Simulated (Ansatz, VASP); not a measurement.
# Br in VASP and in Ansatz

```xyz
3
Lattice="4.5564 0.0000 0.0000 0.0000 4.5564 0.0000 0.0000 0.0000 4.5564" Properties=species:S:1:pos:R:3 pbc="T T T"
Br    2.2782    0.0000    0.0000
Br    0.0000    2.2782    0.0000
Br    0.0000    0.0000    2.2782
```

Alike in both runs: task single point; functional r2SCAN; k mesh 5 × 5 × 5; occupations gaussian, width 0.15 eV; no spin polarisation.

|  | VASP | Ansatz |
| --- | --- | --- |
| version | VASP 6.6.1 | Ansatz 0.2.0 |
| potentials or method | VASP PAW PBE potentials, release 64 (Br) | plane waves, norm-conserving potentials |
| plane-wave cutoff (eV) | 520 | 600 |
| valence electrons in the cell | 21 | 21 |

```csv
,VASP,Ansatz,Ansatz less VASP
gap on the k mesh at the Fermi level (eV),none,none,-
pressure (GPa),-0.4,-0.3,+0.04
```

A gap of «none» marks a metal or a gap that the smearing closes. Ansatz warned: «stress_scf_threshold_loose».

Caveats: the PAW data sets were made with another functional, which shifts forces and pressure a little (VASP); an odd number of electrons without spin polarisation forces a metal; a magnetic or distorted state may lie lower.
